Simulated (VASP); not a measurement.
# PbS (Pm-3m) in VASP: a series of runs

The runs below take PbS through single point, with HSE06, r2SCAN.

Everything below comes from runs of VASP 6.6.1. Logs are shortened: lines on timing, memory, paths and dates and some standing lists are left out, and cuts for length are marked.

## (1) The structure

Symmetry: Pm-3m, No. 221, cubic system. Conventional cell: a = 3.635 Å, b = 3.635 Å, c = 3.635 Å, α = 90.00°, β = 90.00°, γ = 90.00°. Pb (site symmetry m-3m) has 8 S at 3.15 Å as nearest neighbours. Around S (site symmetry m-3m) lie 8 Pb at 3.15 Å.

The cell was built by a generator and needn't be a form met in nature.

## (2) Single point, HSE06

POSCAR reads:

```
PbS
1.0
    3.6351320337      0.0000000000      0.0000000000
    0.0000000000      3.6351320337      0.0000000000
    0.0000000000      0.0000000000      3.6351320337
Pb S
1 1
Direct
    0.0000000000      0.0000000000      0.0000000000
    0.5000000000      0.5000000000      0.5000000000
```

INCAR.step1 reads:

```
  PREC = Accurate
  ENCUT = 520
  EDIFF = 1E-5
  ISMEAR = -1
  SIGMA = 0.02
  LREAL = False
  LASPH = True
  NELM = 100
  ALGO = Normal
  ISIF = 2
  LWAVE = True
  LCHARG = False
  GGA = PE
  NBANDS = 17
```

INCAR.step2 reads:

```
  PREC = Accurate
  ENCUT = 520
  EDIFF = 1E-6
  ISMEAR = -1
  SIGMA = 0.02
  LREAL = False
  LASPH = True
  NELM = 100
  ALGO = Normal
  ISIF = 2
  LWAVE = False
  LCHARG = False
  GGA = PE
  LHFCALC = True
  HFSCREEN = 0.2079
  PRECFOCK = Normal
  ISTART = 1
  NBANDS = 17
```

KPOINTS reads:

```
regular mesh
0
Gamma
  4 4 4
```

Potentials or basis: VASP PAW PBE potentials, release 64 (Pb_d, S).

Run with:

```sh
> cat potpaw_PBE.64/Pb_d/POTCAR potpaw_PBE.64/S/POTCAR > POTCAR
> cp INCAR.step1 INCAR
> mpirun -np 1 vasp_std > vasp.out
> cp INCAR.step2 INCAR
> mpirun -np 1 vasp_std > vasp.out
```

OUTCAR:

```text
PREC = Accurate
   ENCUT = 520
   EDIFF = 1E-6
   ISMEAR = -1
   LREAL = False
   LASPH = True
   NELM = 100
   ISIF = 2
   GGA = PE
   LHFCALC = True
   HFSCREEN = 0.2079
   PRECFOCK = Normal
   ISTART = 1

 ion  position               nearest neighbor table
   1  0.000  0.000  0.000-   2 3.15   2 3.15   2 3.15   2 3.15   2 3.15   2 3.15   2 3.15   2 3.15

   2  0.500  0.500  0.500-   1 3.15   1 3.15   1 3.15   1 3.15   1 3.15   1 3.15   1 3.15   1 3.15

  LATTYP: Found a simple cubic cell.
 ALAT       =     3.6351320337

  Lattice vectors:

 A1 = (   3.6351320337,   0.0000000000,   0.0000000000)
 A2 = (   0.0000000000,   3.6351320337,   0.0000000000)
 A3 = (   0.0000000000,   0.0000000000,   3.6351320337)

Analysis of symmetry for initial positions (statically):
=====================================================================
 Subroutine PRICEL returns:
 Original cell was already a primitive cell.

 Routine SETGRP: Setting up the symmetry group for a
 simple cubic supercell.

 Subroutine GETGRP returns: Found 48 space group operations
 (whereof 48 operations were pure point group operations)
 out of a pool of 48 trial point group operations.

The static configuration has the point symmetry O_h .

Analysis of symmetry for dynamics (positions and initial velocities):
=====================================================================
 Subroutine PRICEL returns:
 Original cell was already a primitive cell.

 Routine SETGRP: Setting up the symmetry group for a
 simple cubic supercell.

 Subroutine GETGRP returns: Found 48 space group operations
 (whereof 48 operations were pure point group operations)
 out of a pool of 48 trial point group operations.

The dynamic configuration has the point symmetry O_h .

 Subroutine INISYM returns: Found 48 space group operations
 (whereof 48 operations are pure point group operations),
 and found     1 'primitive' translations

----------------------------------------------------------------------------------------

                                     Primitive cell

  volume of cell :      48.0353

  direct lattice vectors                    reciprocal lattice vectors
     3.635132034  0.000000000  0.000000000     0.275093172  0.000000000  0.000000000
     0.000000000  3.635132034  0.000000000     0.000000000  0.275093172  0.000000000
     0.000000000  0.000000000  3.635132034     0.000000000  0.000000000  0.275093172

  length of vectors
     3.635132034  3.635132034  3.635132034     0.275093172  0.275093172  0.275093172

  position of ions in fractional coordinates (direct lattice)
     0.000000000  0.000000000  0.000000000
     0.500000000  0.500000000  0.500000000

  ion indices of the primitive-cell ions
   primitive index   ion index
                 1           1
                 2           2

----------------------------------------------------------------------------------------

 KPOINTS: regular mesh

Automatic generation of k-mesh.
 Grid dimensions read from file:
 generate k-points for:    4    4    4

 Generating k-lattice:

  Cartesian coordinates                     Fractional coordinates (reciprocal lattice)
     0.068773293  0.000000000  0.000000000     0.250000000  0.000000000  0.000000000
     0.000000000  0.068773293  0.000000000     0.000000000  0.250000000  0.000000000
     0.000000000  0.000000000  0.068773293     0.000000000  0.000000000  0.250000000

  Length of vectors
     0.068773293  0.068773293  0.068773293

  Shift w.r.t. Gamma in fractional coordinates (k-lattice)
     0.000000000  0.000000000  0.000000000

 Subroutine IBZKPT returns following result:
 ===========================================

 Found     10 irreducible k-points:

 Following reciprocal coordinates:
            Coordinates               Weight
  0.000000  0.000000  0.000000      1.000000
  0.250000  0.000000  0.000000      6.000000
  0.500000  0.000000  0.000000      3.000000
  0.250000  0.250000  0.000000     12.000000
  0.500000  0.250000  0.000000     12.000000
  0.500000  0.500000  0.000000      3.000000
  0.250000  0.250000  0.250000      8.000000
  0.500000  0.250000  0.250000     12.000000
  0.500000  0.500000  0.250000      6.000000
  0.500000  0.500000  0.500000      1.000000
   k-points           NKPTS =     10   k-points in BZ     NKDIM =     64   number of bands    NBANDS=     17
   number of dos      NEDOS =    301   number of ions     NIONS =      2
   total plane-waves  NPLWV =  21952
   dimension x,y,z NGX =    28 NGY =   28 NGZ =   28
   dimension x,y,z NGXF=    56 NGYF=   56 NGZF=   56
   ions per type =               1   1
   NGX,Y,Z   is equivalent  to a cutoff of  12.81, 12.81, 12.81 a.u.
   NGXF,Y,Z  is equivalent  to a cutoff of  25.61, 25.61, 25.61 a.u.
 SYSTEM =  unknown system
   PREC   = accura    normal or accurate (medium, high low for compatibility)
   ISTART =      1    job   : 0-new  1-cont  2-samecut
   ICHARG =      0    charge: 1-file 2-atom 10-const
   ISPIN  =      1    spin polarized calculation?
   LNONCOLLINEAR =      F non collinear calculations
   LSORBIT =      F    spin-orbit coupling
   LASPH  =      T    aspherical Exc in radial PAW
   ENCUT  =  520.0 eV  38.22 Ry    6.18 a.u.   6.76  6.76  6.76*2*pi/ulx,y,z
   NELM   =    100;   NELMIN=  2; NELMDL=  0     # of ELM steps
   EDIFF  = 0.1E-05   stopping-criterion for ELM
   LREAL  =      F    real-space projection
   EDIFFG = 0.1E-04   stopping-criterion for IOM
   NSW    =      0    number of steps for IOM
   IBRION =     -1    ionic relax: 0-MD 1-quasi-New 2-CG
   NFREE  =      0    steps in history (QN), initial steepest desc. (CG)
   ISIF   =      2    stress and relaxation
   ISYM   =      3    0-nonsym 1-usesym 2-fastsym
   POTIM  = 0.5000    time-step for ionic-motion
   TEBEG  =    0.0;   TEEND  =   0.0 temperature during run
   PSTRESS=    0.0 pullay stress
   NELECT =      20.0000    total number of electrons
   NUPDOWN=      -1.0000    fix difference up-down
   EMIN   =  10.00;   EMAX   =-10.00  energy-range for DOS
   EFERMI =   0.00;   METHOD = LEGACY
   ISMEAR =    -1;   SIGMA  =   0.02  broadening in eV -4-tet -1-fermi 0-gaus
   EFERMI_NEDOS =   21; number of points for ismear=-14 and -15
   IALGO  =     38    algorithm
   IMIX   =      1    mixing-type and parameters
     AMIX     =   0.40;   BMIX     =  1.00
     AMIX_MAG =   1.60;   BMIX_MAG =  1.00
  volume/ion in A,a.u.               =      24.02       162.08
  Fermi-wavevector in a.u.,A,eV,Ry     =   1.222451  2.310097 20.332348  1.494385
  Thomas-Fermi vector in A             =   2.357597
   LORBIT       =      0    0 simple, 1 ext, 2 COOP (PROOUT), +10 PAW based schemes
   GGA     = PE    functional components
   LHFCALC =     T    Hartree Fock is set to
   PRECFOCK=normal    Normal, Fast or Accurate (Low or Medium for compatibility)
   ENCUT4O =  -1.0   cutoff for four orbital integrals eV
   NKREDX  =     1    reduce k-point grid by
   NKREDY  =     1    reduce k-point grid by
   NKREDZ  =     1    reduce k-point grid by
   AEXX    =    0.2500 exact exchange contribution
   HFSCREEN=    0.2079 screening length (either q_TF or 0.3 A-1)
   HFSCREENC=   0.2079 screening length for correlation (either q_TF or 0.3 A-1)
   ENCUTFOCK=  -1.0 apply spherical cutoff to Coloumb kernel
   IVDW    =     0    specifies the selected vdW correction
   LEPSILON=     F    determine dielectric tensor
   LRPA    =     F    only Hartree local field effects (RPA)
 non-spin polarized calculation
  energy-cutoff  :      520.00
  volume of cell :       48.04
 maximum number of plane-waves:      1328
 NGX is ok and might be reduce to    28
  NGX = 24; NGY = 24; NGZ = 24

 number of electron      19.9999994 magnetization

 Free energy of the ion-electron system (eV)
  ---------------------------------------------------
  ext. energy  EPLUGINS =         0.00000000
  ---------------------------------------------------
  free energy    TOTEN  =        -9.77858903 eV

  energy without entropy =       -9.77850231  energy(sigma->0) =       -9.77854567

 E-fermi :   5.8551     XC(G=0):  -8.4845

 val. band max:        5.7418974464   @ k =   0.5000   0.5000   0.5000
 cond. band min:       5.9682862523   @ k =   0.5000   0.0000   0.0000
 fundamental gap:      0.2263888059
 Fermi energy:         5.8550918606

 k-point     1 :       0.0000    0.0000    0.0000
  band No.  band energies     occupation
      1     -12.7543      2.00000
      2     -12.7543      2.00000
      3     -12.5388      2.00000
      4     -12.5388      2.00000
      5     -12.5388      2.00000
      6      -8.7682      2.00000
[... 9 lines left out ...]
     16      19.9353      0.00000
     17      19.9354      0.00000

 k-point     2 :       0.2500    0.0000    0.0000
  band No.  band energies     occupation
      1     -12.7489      2.00000
      2     -12.6718      2.00000
      3     -12.5710      2.00000
      4     -12.5710      2.00000
      5     -12.5356      2.00000
      6      -8.2125      2.00000
[... 9 lines left out ...]
     16      18.1766      0.00000
     17      19.9278      0.00000

 k-point     3 :       0.5000    0.0000    0.0000
  band No.  band energies     occupation
      1     -12.7435      2.00000
      2     -12.6030      2.00000
      3     -12.6030      2.00000
      4     -12.5903      2.00000
      5     -12.5325      2.00000
      6      -7.3562      2.00000
[... 9 lines left out ...]
     16      19.9264      0.00000
     17      21.0974      0.00000

 k-point     4 :       0.2500    0.2500    0.0000
  band No.  band energies     occupation
      1     -12.7072      2.00000
      2     -12.6224      2.00000
      3     -12.6221      2.00000
      4     -12.5681      2.00000
      5     -12.5638      2.00000
      6      -7.6906      2.00000
[... 9 lines left out ...]
     16      17.2010      0.00000
     17      17.4116      0.00000
[... 63 lines left out ...]
      1     -12.6653      2.00000
      2     -12.6402      2.00000
      3     -12.6137      2.00000
      4     -12.5980      2.00000
      5     -12.5284      2.00000
      6      -6.6752      2.00000
[... 9 lines left out ...]
     16      17.5001      0.00000
     17      20.9155      0.00000

 k-point     9 :       0.5000    0.5000    0.2500
  band No.  band energies     occupation
      1     -12.7075      2.00000
      2     -12.6341      2.00000
      3     -12.6341      2.00000
      4     -12.5698      2.00000
      5     -12.4766      2.00000
      6      -6.3579      2.00000
[... 9 lines left out ...]
     16      19.0408      0.00000
     17      21.9791      0.00000

 k-point    10 :       0.5000    0.5000    0.5000
  band No.  band energies     occupation
      1     -12.6783      2.00000
      2     -12.6783      2.00000
      3     -12.6783      2.00000
      4     -12.4745      2.00000
      5     -12.4745      2.00000
      6      -6.2205      2.00000
[... 9 lines left out ...]
     16      21.0677      0.00000
     17      23.8798      0.00000

------------------------ aborting loop because EDIFF is reached ----------------------------------------

  FORCE on cell =-STRESS in cart. coord.  units (eV):
  Direction    XX          YY          ZZ          XY          YZ          ZX
  --------------------------------------------------------------------------------------
  -------------------------------------------------------------------------------------
  Total       -0.5258831     -0.5258831     -0.5258831      0.0000000     -0.0000000      0.0000000
  in kB      -17.5403905    -17.5403905    -17.5403905      0.0000000     -0.0000000      0.0000000
  external PRESSURE =     -17.5403905 kB  Pullay stress =       0.0000000 kB

 VOLUME and BASIS-vectors are now :
 -----------------------------------------------------------------------------
  energy-cutoff  :      520.00
  volume of cell :       48.04
      direct lattice vectors                 reciprocal lattice vectors
     3.635132034  0.000000000  0.000000000     0.275093172  0.000000000  0.000000000
     0.000000000  3.635132034  0.000000000     0.000000000  0.275093172  0.000000000
     0.000000000  0.000000000  3.635132034     0.000000000  0.000000000  0.275093172

 POSITION                                       TOTAL-FORCE (eV/Angst)
 -----------------------------------------------------------------------------------
      0.00000      0.00000      0.00000         0.000000      0.000000      0.000000
      1.81757      1.81757      1.81757         0.000000      0.000000      0.000000
 -----------------------------------------------------------------------------------
    total drift:                               -0.000005     -0.000005     -0.000006

  FREE ENERGIE OF THE ION-ELECTRON SYSTEM (eV)
  ---------------------------------------------------
  free  energy   TOTEN  =        -9.7785890346 eV

  energy  without entropy=       -9.7785023138  energy(sigma->0) =       -9.77854567
```

It took 8.5 min on 1 thread of Intel Xeon Platinum 8488C (Sapphire Rapids), shared host; peak memory 0.27 GiB.

Results:

| Item | Value |
| --- | --- |
| Free energy | -9.7786 eV |
| Pressure | -1.8 GPa |
| Band gap on the k mesh | none (metal or under the smearing width) |

Caveat: the k mesh is coarse (spacing up to 0.43 Å⁻¹), so the values aren't converged, least of all with exact exchange; the PAW data sets were made with another functional, which shifts forces and pressure a little. The run has no spin-orbit coupling, so splittings on Pb are missing.

(Part 1 of 2 ends here.)
